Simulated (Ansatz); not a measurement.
# Straining SiNi3

Method: DFT PBE, scalar-relativistic, plane waves, PAW (Ansatz 0.2.0). Run with 420 eV cutoff, 14×14×14 k-mesh, Gaussian smearing of 0.10 eV, no spin polarisation.

Reference structure (relaxed):

```yaml
crystal:
  lattice:
    - [3.50626, 0.00000, 0.00000]
    - [0.00000, 3.50626, 0.00000]
    - [0.00000, 0.00000, 3.50626]
  atoms:
    - { symbol: Si, position: [0.00000, 0.00000, 0.00000] }
    - { symbol: Ni, position: [0.00000, 0.50000, 0.50000] }
    - { symbol: Ni, position: [0.50000, 0.00000, 0.50000] }
    - { symbol: Ni, position: [0.50000, 0.50000, 0.00000] }
```

Deformation: c alone is stretched, the rest of the cell is held and the atoms relax, all within the symmetry that the strain leaves. Energies are extrapolated to zero smearing.

```csv
strain (%),ΔE (meV/atom),a (Å),b (Å),c (Å)
-4.5,23.1,3.506,3.506,3.348
-3.0,10.0,3.506,3.506,3.401
-1.5,2.4,3.506,3.506,3.454
+0.0,0.0,3.506,3.506,3.506
+1.5,2.3,3.506,3.506,3.559
+3.0,9.1,3.506,3.506,3.611
+4.5,19.9,3.506,3.506,3.664
```

Question: What stiffness (1/V) d²E/dε² at zero strain does a cubic fit over all points give?

Answer: A cubic fit gives (1/V) d²E/dε² = 316 GPa at zero strain (the elastic constant along c at held a and b).